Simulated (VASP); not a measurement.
```
CELL_PARAMETERS angstrom
      1.34756    -2.33403     0.00000
      1.34756     2.33403     0.00000
      0.00000     0.00000     4.37509
ATOMIC_POSITIONS crystal
  Be 0.66667 0.33333 0.50006
  Be 0.33333 0.66667 0.00006
  O  0.66667 0.33333 0.87794
  O  0.33333 0.66667 0.37794
```

Method: PBEsol GGA, VASP's PBE PAW potentials (set 64) (plane waves; VASP). Settings: 520 eV cut-off, 9×9×5 Γ-centred mesh, Gaussian smearing of 0.050 eV, potentials Be O.

Estimate the energy per atom (σ→0), band gap (on the k-mesh) with the smallest direct gap where there is one.

```yaml
band gap (on the k-mesh): 7.48 eV
smallest direct gap (on the k-mesh): 7.48 eV
energy per atom (σ→0): -7.413 eV/atom
```

Only differences to runs with the same potentials and settings are physical.

The compound is BeO in the wurtzite structure. It was relaxed first.
